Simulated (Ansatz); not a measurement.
# CdS (Greenockite) (P6_3mc) in Ansatz: a series of runs

Aim: see how the results for CdS (Greenockite) move with the level of theory and the settings. Levels: PBE, PBE+D3(BJ), PBE+D4, LDA. Tasks: single point, relaxation of cell and atoms.

Program: Ansatz 0.2.0. These are calculated values, not measurements. Logs are shortened: lines on timing, memory, paths and dates and some standing lists are left out, and cuts for length are marked.

**What was measured.**

“Isotope dependence of band-gap energy”, 2008, arxiv:0807.2152 quotes, for a bulk crystal of CdS: band gap 2.5809 ± 0.0002 eV.

The results are compared with them further down.

## Step 1: The crystal as given

The structure is hexagonal, space group P6_3mc (No. 186). The conventional cell has a = 4.150 Å, b = 4.150 Å, c = 6.737 Å, α = 90.00°, β = 90.00°, γ = 120.00°. Around Cd (site symmetry 3m) lie 4 S at 2.53 to 2.54 Å. S (site symmetry 3m) has 4 Cd at 2.53 to 2.54 Å as nearest neighbours.

## Step 2: Single point, PBE

Contents of input.yaml:

```yaml
crystal:
  lattice:
    - [4.15, 0.0, 0.0]
    - [-2.075, 3.5940054257, 0.0]
    - [0.0, 0.0, 6.737]
  atoms:
    - { symbol: Cd, position: [0.6666666667, 0.3333333333, 0.5] }
    - { symbol: Cd, position: [0.3333333333, 0.6666666667, 0.0] }
    - { symbol: S, position: [0.6666666667, 0.3333333333, 0.875] }
    - { symbol: S, position: [0.3333333333, 0.6666666667, 0.375] }
hamiltonian:
  xc: pbe
  pseudopotentials: { kind: paw }
kpoints:
  mp_grid: { grid: [7, 7, 4] }
scf:
  occupations: { method: gaussian, width: 0.028 }
output:
  forces: true
  stress: true
  eigenvalues: true
```

Potentials or basis: Ansatz PAW.

Command:

```console
ansatz run input.yaml --threads 2 --pin off --max-ram 5632MiB --backend cpu --events-out ev --progress --plain --runs-dir out
```

Log:

```text
Warning: RAYON_NUM_THREADS=2 ignored (pool sized by the plan → 2); use --threads N
Engine: ansatz 0.2.0, x86_64-unknown-linux-gnu
Pseudopotentials: kind: paw
Pseudopotential: Cd, paw, valence charge 20, recommended cutoff 420 eV (normal), Cd.paw.azcp
Pseudopotential: S, paw, valence charge 6, recommended cutoff 420 eV (normal), S.paw.azcp
Functional definition: PBE
  parameter kappa = 0.804
  parameter beta = 0.06672455060314922
  exchange = pbe_x(kappa = kappa, mu = beta*pi^2/3)
  correlation = pbe_c(beta = beta)
Crystal: 4 atoms, lattice volume = 100.483 Å³
Basis set: ecut = 420 eV, 1973 PW (Γ), exchange–correlation on 60×60×96 points (8 copies of the dense FFT grid, shifted against one another)
Bands: 32, of which v1, the nominal top of the filled ones, is band 26 counted from 1 (25 counted from 0)
Symmetry: 12 space group operations
Space group: P63mc (ITA 186), of the structure as read, at distance tolerance 4.6e-5 Å
k-points: 24 of 196 (time reversal used)
Non-local potential: Cd, projectors of the file, l = 0: 3, l = 1: 2, l = 2: 2, l = 3: 1
Non-local potential: S, projectors of the file, l = 0: 2, l = 1: 2, l = 2: 2
PAW form: soft (Blöchl's): semilocal exchange-correlation on the pseudo side does not see the compensation charge
PAW one-centre angular grid: Cd, 590 points (default); XC on 64 Gauss nodes
PAW one-centre angular grid: S, 110 points (default); XC on 64 Gauss nodes
Initial density: superposition of atomic densities (neutral atoms: chi_scale 0, normalization atom), corrected by the library's trained network
Initial wavefunctions: pseudopotential atomic-orbital guess
Functional: x = pbe(κ = 0.804, μ = 0.2195149727645171), c = pbe(β = 0.06672455060314922)
SCF iter   1: F=—  HF=-18315.636111 eV  |F-HF|=—  |Δ(HF+E_count)|=         —  Δρ=6.11e-4  dr2=4.50e-4  ethr=1.77e-3  ⟨swp⟩=6.2  Hψ=3135  notcnv=0
preconditioner: auto → Resta (q_TF=auto, 2.445 Å⁻¹)  ε∞=4.7  [insulator: Δε(μ)=1.190 eV  Ē_g=11.629 eV  σ=0.028 eV  W_gap=1.00  n_scr=22 (ndim 8)  ℏωp=22.2 eV  f_vac=0.131  D(μ)=0.00/eV (n_scr^D=0)  ε∞_Penn≈4.7]
SCF iter   2: F=—  HF=-18315.637652 eV  |F-HF|=—  |Δ(HF+E_count)|=   1.54e-3  Δρ=3.10e-4  dr2=1.18e-4  ethr=8.66e-7  ⟨swp⟩=2.8  Hψ=1643  notcnv=0  defer=4
SCF iter   3: F=—  HF=-18315.637721 eV  |F-HF|=—  |Δ(HF+E_count)|=   6.94e-5  Δρ=1.09e-4  dr2=9.66e-6  ethr=2.26e-7  ⟨swp⟩=2.0  Hψ=1160  notcnv=0  defer=1
automatic band count: iteration 3 solves 31 bands in place of 32: the levels show a gap, and the empty bands left out lie too high to hold charge; the band table lists the bands solved (type scf.n_extra_bands for more)
SCF iter   4: F=—  HF=-18315.637818 eV  |F-HF|=—  |Δ(HF+E_count)|=   9.70e-5  Δρ=4.53e-5  dr2=1.93e-6  ethr=1.86e-8  ⟨swp⟩=2.1  Hψ=1150  notcnv=0  defer=1
SCF iter   5: F=—  HF=-18315.637822 eV  |F-HF|=—  |Δ(HF+E_count)|=   3.75e-6  Δρ=9.99e-6  dr2=1.26e-7  ethr=3.72e-9  ⟨swp⟩=2.0  Hψ=1160  notcnv=0  defer=1
SCF iter   6: F=-18315.637822 eV  HF=-18315.637822 eV  |F-HF|=1.09e-8  |Δ(HF+E_count)|=   1.92e-7  Δρ=3.55e-6  dr2=1.84e-8  ethr=1.92e-10  ⟨swp⟩=6.4  Hψ=3038  notcnv=0
SCF 1 converged in 6 iterations: F = -18315.637822 eV  dr2 = 1.84e-8
SCF converged after 6 iterations
Free energy (F): -18315.637822 eV
Harris-Foulkes:  -18315.637822 eV  (|F-HF|=1.09e-8)
Internal energy: -18315.637822 eV  (E = F + TS)
E sigma→0 (E₀):  -18315.637822 eV
Fermi energy:    7.329945 eV
--- Per-component energies (eV) ---
  E_band       = -1020.660848
  E_kinetic    = 1223.478160
  E_local      = -8071.791152  (includes V_loc(G=0)·N_el)
  E_nonlocal   = 124.357296
  E_hartree    = 3706.034881
  E_xc         = -547.680564
  E_vxc        = -618.076420  (∫ρ·V_xc dr)
  E_paw        = -9367.644249  (= ΣΔE_a)
  E_vpaw       = -1090.706013  (= ΣTr[D̂ρ^β])
  E_aug_tail   = 0.000032  (compensation charges beyond the density's cutoff)
  E_ewald      = -5382.392226
  E_smearing   = -0.000000  (= −TS)
  E_closure    = -0.000000  (closes the sum)
  Σ components = -18315.637822   (vs F -18315.637822, Δ=0.00e0)
--- Forces (eV/Å), atoms counted from 1 ---
  atom   1  Cd     0.00000000    -0.00000000    -0.06785744
  atom   2  Cd     0.00000000     0.00000000    -0.06785744
  atom   3  S     -0.00000000    -0.00000000     0.06785328
  atom   4  S      0.00000000     0.00000000     0.06785328
  max |Σ_I F_I| component: 8.32e-6 eV/Å
--- Stress (GPa, compression-positive) ---
        1.860164      -0.000000      -0.000000
        0.000000       1.860164      -0.000000
       -0.000000      -0.000000       2.495873
  P = ⅓ Tr σ = 2.0721 GPa (20.721 kbar)
--- Band table (eV; the first three rows and the last of 24) ---
  k-point 0: bands = ["-94.5374", "-94.5374", "-55.6103", "-55.6103", "-55.6101", "-55.6101", "-55.6100", "-55.6094", "-5.5605", "-5.1338", "-0.9349", "-0.9129", "-0.9129", "-0.8272", "-0.8272", "-0.5139", "-0.5139", "-0.4247", "-0.4247", "-0.0901", "2.4050", "5.9765", "5.9765", "6.6889", "6.7317", "6.7317", "7.9277", "9.5228", "13.1915", "13.1915", "13.5174"]
  k-point 1: bands = ["-94.5374", "-94.5374", "-55.6102", "-55.6102", "-55.6102", "-55.6102", "-55.6099", "-55.6095", "-5.4965", "-5.1938", "-0.9037", "-0.9037", "-0.8890", "-0.8432", "-0.8432", "-0.4980", "-0.4980", "-0.4348", "-0.4348", "-0.3550", "3.0106", "5.6996", "6.0807", "6.0807", "6.6141", "6.6141", "8.8119", "9.5956", "13.0353", "13.2610", "13.2610"]
  k-point 2: bands = ["-94.5374", "-94.5374", "-55.6102", "-55.6102", "-55.6102", "-55.6102", "-55.6097", "-55.6097", "-5.3432", "-5.3432", "-0.8768", "-0.8768", "-0.8768", "-0.8768", "-0.7095", "-0.7095", "-0.4635", "-0.4635", "-0.4635", "-0.4635", "4.2853", "4.2853", "6.3408", "6.3408", "6.3408", "6.3408", "9.5729", "9.5729", "12.9037", "12.9037", "13.5392"]
  k-point 23: bands = ["-94.5374", "-94.5374", "-55.6106", "-55.6106", "-55.6104", "-55.6104", "-55.6096", "-55.6096", "-5.0507", "-5.0507", "-0.7538", "-0.7538", "-0.7194", "-0.7194", "-0.5344", "-0.5344", "-0.4719", "-0.4719", "0.0166", "0.0166", "2.8082", "2.8082", "4.5023", "4.5023", "5.6080", "5.6080", "11.0578", "11.0578", "12.7340", "12.7340", "13.2859"]
```

It took 5 s on 2 threads of Intel Xeon at 2.50GHz (Skylake/Cascade Lake), shared host; peak memory 0.38 GiB.

Results:

* Free energy: -18315.6378 eV
* Pressure: 2.1 GPa
* Largest force: 0.068 eV/Å
* Band gap on the k mesh: 1.20 eV, direct

Forces on the atoms (eV/Å):
```
Cd   0.000  0.000 -0.068
Cd   0.000  0.000 -0.068
S    0.000  0.000  0.068
S    0.000  0.000  0.068
```

Levels at points of the mesh, in eV from the valence-band top:
```
            k point  band 24  band 25  band 26  band 27  band 28  band 29
 (0.00, 0.00, 0.00)    -0.04     0.00     0.00     1.20     2.79     6.46
(0.00, 0.00, -0.50)    -0.39    -0.39    -0.39     2.84     2.84     6.17
```

Caveat: odd divisions of the mesh miss points on the zone boundary, where band edges often lie, so the gap on the mesh can be too wide.

## Step 3: Relaxation of cell and atoms, PBE+D3(BJ)

Changes to input.yaml since step 2:

```diff
@@ -13,2 +13,3 @@
   pseudopotentials: { kind: paw }
+  dispersion: d3bj
 kpoints:
@@ -16,3 +17,3 @@
 scf:
-  occupations: { method: gaussian, width: 0.028 }
+  occupations: { method: fermi_dirac, width: 0.05 }
 output:
@@ -20,2 +21,5 @@
   stress: true
-  eigenvalues: true
+relax:
+  f_tol: 0.01
+  max_steps: 40
+  cell: { stress_tol: 0.05 }
```

Potentials or basis: Ansatz PAW.

Command:

```console
ansatz run input.yaml --threads 2 --pin off --max-ram 5632MiB --backend cpu --events-out ev --progress --plain --runs-dir out
```

Log:

```text
Warning: RAYON_NUM_THREADS=2 ignored (pool sized by the plan → 2); use --threads N
[... 9 set-up lines as earlier in the session ...]
Crystal: 4 atoms, lattice volume = 100.483 Å³
Basis set: ecut = 420 eV, 1973 PW (Γ), exchange–correlation on 60×60×96 points (8 copies of the dense FFT grid, shifted against one another)
Bands: 32, of which v1, the nominal top of the filled ones, is band 26 counted from 1 (25 counted from 0)
[... 2 set-up lines as earlier in the session ...]
k-points: 24 of 196 (time reversal used)
[... 8 set-up lines as earlier in the session ...]
SCF iter   1: F=—  HF=-18316.845578 eV  |F-HF|=—  |Δ(HF+E_count)|=         —  Δρ=6.11e-4  dr2=4.49e-4  ethr=1.77e-3  ⟨swp⟩=6.0  Hψ=3046  notcnv=0
preconditioner: auto → Resta (q_TF=auto, 2.445 Å⁻¹)  ε∞=4.7  [insulator: Δε(μ)=1.190 eV  Ē_g=11.629 eV  σ=0.050 eV  W_gap=1.00  n_scr=22 (ndim 8)  ℏωp=22.2 eV  f_vac=0.131  D(μ)=0.00/eV (n_scr^D=0)  ε∞_Penn≈4.7]
[... 43 lines left out ...]
Internal energy: -18316.848323 eV  (E = F + TS)
E sigma→0 (E₀):  -18316.848323 eV
Entropy (-TS):   -0.000000 eV (-0.000 meV/atom)
Fermi energy:    7.384236 eV
--- Per-component energies (eV) ---
  E_band       = -1019.732726
  E_kinetic    = 1223.553470
  E_local      = -8066.870246  (includes V_loc(G=0)·N_el)
  E_nonlocal   = 124.353263
  E_hartree    = 3704.022489
  E_xc         = -547.718581
  E_vxc        = -618.128651  (∫ρ·V_xc dr)
  E_paw        = -9367.634396  (= ΣΔE_a)
  E_vpaw       = -1090.685209  (= ΣTr[D̂ρ^β])
  E_aug_tail   = 0.000031  (compensation charges beyond the density's cutoff)
  E_ewald      = -5385.342748
  E_disp       = -1.211606  (pairwise vdW)
  E_smearing   = -0.000000  (= −TS)
  E_closure    = 0.000000  (closes the sum)
  Σ components = -18316.848323   (vs F -18316.848323, Δ=0.00e0)
--- Forces (eV/Å), atoms counted from 1 ---
  atom   1  Cd    -0.00000000     0.00000000    -0.00288679
  atom   2  Cd     0.00000000    -0.00000000    -0.00288679
  atom   3  S     -0.00000000     0.00000000     0.00288706
  atom   4  S      0.00000000    -0.00000000     0.00288706
  max |Σ_I F_I| component: 5.35e-7 eV/Å
--- Stress (GPa, compression-positive) ---
       -0.000262       0.000000       0.000000
       -0.000000      -0.000262       0.000000
       -0.000000       0.000000      -0.012858
  P = ⅓ Tr σ = -0.0045 GPa (-0.045 kbar)
--- Relaxed structure (3 steps of the walk, 3 accepted, 1 SCFs on fresh bases) ---
  F+E_penalty+E_count = -18316.84832337 eV   max|allowed force component| = 2.887e-3 eV/Å   (the final SCF, on the basis selected at the relaxed cell)
  cell:  # Å, volume = 100.3257 Å³
    - [4.142136849503293, 0.0, 2.1486614687735912e-19]
    - [-2.0710684247516467, 3.587195737621492, -1.0743307343867877e-19]
    - [3.4880800759370076e-19, -1.4884741728944265e-33, 6.752006608314138]
  atoms:
    - { symbol: Cd, position: [0.6666666666666666, 0.3333333333333333, 0.49953444503543426] }
    - { symbol: Cd, position: [0.3333333333333333, 0.6666666666666666, -0.0004655549645656957] }
    - { symbol: S, position: [0.6666666666666666, 0.3333333333333333, 0.8754655549645657] }
    - { symbol: S, position: [0.3333333333333333, 0.6666666666666666, 0.3754655549645657] }
```

Wall time 15 s (2 threads of Intel Xeon at 2.50GHz (Skylake/Cascade Lake), shared host); peak memory 0.4 GiB.

What came out:

| Quantity | Value |
| --- | --- |
| Free energy | -18316.8483 eV |
| Relaxed volume | 25.08 Å³/atom |
| Relaxed cell | a = 4.142 Å, b = 4.142 Å, c = 6.752 Å, α = 90.00°, β = 90.00°, γ = 120.00° |
| Space group after relaxing (to 0.05 Å) | P6_3mc (No. 186) |
| Energy gained by relaxing | 0.3 meV/atom |
| Ionic steps | 4 |
| Pressure after relaxing | 0.0 GPa |
| Band gap on the k mesh | 1.20 eV |

Forces in eV/Å, atoms in the order of the input:
```
Cd   0.000  0.000 -0.003
Cd   0.000  0.000 -0.003
S    0.000  0.000  0.003
S    0.000  0.000  0.003
```

Step by step:
```csv
step,energy change (eV),largest force (eV/Å),volume (Å³)
1,0.0000,0.0658,100.48
2,-0.0010,0.0201,100.31
3,-0.0011,0.0029,100.33
4,-0.0010,0.0029,100.33
```

Final structure:
```
Cd S
1.0
     4.14214    0.00000    0.00000
    -2.07107    3.58720    0.00000
     0.00000    0.00000    6.75201
Cd S
2 2
Direct
  0.66667 0.33333 0.49953
  0.33333 0.66667 0.99953
  0.66667 0.33333 0.87547
  0.33333 0.66667 0.37547
```

Caveat: odd divisions of the mesh miss points on the zone boundary, where band edges often lie, so the gap on the mesh can be too wide; the plane-wave basis is chosen anew once the cell has moved, so the energies of steps on either side of that aren't comparable.

## Step 4: Relaxation of cell and atoms, PBE+D4

Changes to input.yaml since step 3:

```diff
@@ -13,3 +13,3 @@
   pseudopotentials: { kind: paw }
-  dispersion: d3bj
+  dispersion: d4
 kpoints:
```

Command:

```console
ansatz run input.yaml --threads 2 --pin off --max-ram 5632MiB --backend cpu --events-out ev --progress --plain --runs-dir out
```

Run time: 15 s. Hardware: 2 threads of Intel Xeon at 2.50GHz (Skylake/Cascade Lake), shared host; peak memory 0.4 GiB.

The run converged. Its results:

* Free energy: -18316.8772 eV
* Relaxed volume: 25.08 Å³/atom
* Relaxed cell: a = 4.142 Å, b = 4.142 Å, c = 6.752 Å, α = 90.00°, β = 90.00°, γ = 120.00°
* Space group after relaxing (to 0.05 Å): P6_3mc (No. 186)
* Energy gained by relaxing: 0.3 meV/atom
* Ionic steps: 4
* Pressure after relaxing: 0.0 GPa
* Band gap on the k mesh: 1.20 eV

Forces in eV/Å, atoms in the order of the input:
```
Cd   0.000  0.000 -0.003
Cd   0.000  0.000 -0.003
S    0.000  0.000  0.003
S    0.000  0.000  0.003
```

The path:
```csv
step,energy change (eV),largest force (eV/Å),volume (Å³)
1,0.0000,0.0657,100.48
2,-0.0010,0.0201,100.31
3,-0.0011,0.0029,100.32
4,-0.0010,0.0029,100.32
```

Final structure:
```
Cd S
1.0
     4.14203    0.00000    0.00000
    -2.07101    3.58710    0.00000
     0.00000    0.00000    6.75219
Cd S
2 2
Direct
  0.66667 0.33333 0.49954
  0.33333 0.66667 0.99954
  0.66667 0.33333 0.87546
  0.33333 0.66667 0.37546
```

Caveat: odd divisions of the mesh miss points on the zone boundary, where band edges often lie, so the gap on the mesh can be too wide; the plane-wave basis is chosen anew once the cell has moved, so the energies of steps on either side of that aren't comparable.

## Step 5: Relaxation of cell and atoms, LDA

Changes to input.yaml since step 4:

```diff
@@ -11,5 +11,4 @@
 hamiltonian:
-  xc: pbe
+  xc: lda
   pseudopotentials: { kind: paw }
-  dispersion: d4
 kpoints:
@@ -21,2 +20,6 @@
   stress: true
+  write_density: true
+  write_potential: true
+  elf: true
+  volumetric_format: npy
 relax:
```

Command:

```console
ansatz run input.yaml --threads 2 --pin off --max-ram 5632MiB --backend cpu --events-out ev --progress --plain --runs-dir out
```

It took 19 s on 2 threads of Intel Xeon at 2.50GHz (Skylake/Cascade Lake), shared host; peak memory 0.4 GiB.

The run converged. Its results:

```
Free energy                            : -17977.2931 eV
Relaxed volume                         : 23.86 Å³/atom
Relaxed cell                           : a = 4.074 Å, b = 4.074 Å, c = 6.639 Å, α = 90.00°, β = 90.00°, γ = 120.00°
Space group after relaxing (to 0.05 Å) : P6_3mc (No. 186)
Energy gained by relaxing              : 13.2 meV/atom
Ionic steps                            : 4
Pressure after relaxing                : 0.0 GPa
Largest force after relaxing           : 0.006 eV/Å
Band gap on the k mesh                 : 1.03 eV, direct
```

Forces on the atoms (eV/Å):
```
Cd   0.000  0.000 -0.006
Cd   0.000  0.000 -0.006
S    0.000  0.000  0.006
S    0.000  0.000  0.006
```

Step by step:
```csv
step,energy change (eV),largest force (eV/Å),volume (Å³)
1,0.0000,0.0614,100.48
2,-0.0532,0.0155,95.06
3,-0.0535,0.0058,95.42
4,-0.0529,0.0058,95.42
```

Final structure:
```
CELL_PARAMETERS angstrom
4.07391 0.00000 0.00000
-2.03696 3.52811 0.00000
0.00000 0.00000 6.63887
ATOMIC_POSITIONS crystal
Cd 0.66667 0.33333 0.49955
Cd 0.33333 0.66667 0.99955
S 0.66667 0.33333 0.87545
S 0.33333 0.66667 0.37545
```

Levels at points of the mesh, in eV from the valence-band top:
| k point | band 24 | band 25 | band 26 | band 27 | band 28 | band 29 |
| --- | --- | --- | --- | --- | --- | --- |
| (0.00, 0.00, 0.00) | -0.06 | 0.00 | 0.00 | 1.03 | 2.61 | 6.27 |
| (0.00, 0.00, -0.50) | -0.43 | -0.43 | -0.43 | 2.70 | 2.70 | 5.98 |

Caveat: odd divisions of the mesh miss points on the zone boundary, where band edges often lie, so the gap on the mesh can be too wide; the plane-wave basis is chosen anew once the cell has moved, so the energies of steps on either side of that aren't comparable; the PAW data sets come from PBE, with cores solved anew for the run's functional, which leaves a small shift of forces and pressure.

## Step 6: The runs side by side

| task | level | cell | smearing | gap on the mesh (eV) | pressure (GPa) | relaxed volume (Å³/atom) | largest force (eV/Å) |
| --- | --- | --- | --- | --- | --- | --- | --- |
| single point | PBE | as given | gaussian 0.028 eV | 1.20 | 2.1 | - | 0.07 |
| relaxation of cell and atoms | PBE+D3(BJ) | relaxed | fermi-dirac 0.05 eV | 1.20 | 0.0 | 25.08 | - |
| relaxation of cell and atoms | PBE+D4 | relaxed | fermi-dirac 0.05 eV | 1.20 | 0.0 | 25.08 | - |
| relaxation of cell and atoms | LDA | relaxed | fermi-dirac 0.05 eV | 1.03 | 0.0 | 23.86 | 0.01 |

Alike in all rows: potentials or basis Ansatz PAW; no spin polarisation; k mesh 7 × 7 × 4; cutoff (eV) 420.

Caveats: odd divisions of the mesh miss points on the zone boundary, where band edges often lie, so the gap on the mesh can be too wide; the plane-wave basis is chosen anew once the cell has moved, so the energies of steps on either side of that aren't comparable (some runs); the PAW data sets come from PBE, with cores solved anew for the run's functional, which leaves a small shift of forces and pressure (some runs).

Absolute energies hang on the potentials; compare differences alone.

## Step 7: Against experiment

Step 2. A measured gap of CdS is 2.5809 eV (quoted in “Isotope dependence of band-gap energy”, 2008, arxiv:0807.2152); the calculated 1.20 eV misses it by -1.38 eV. So large a miss can be the level of theory's own, or it may mean another phase, state or a wrong row. Spin-orbit coupling on Cd is left out. The value is that of PBE, without temperature or zero-point motion. Semilocal functionals fall short of measured gaps as a rule.
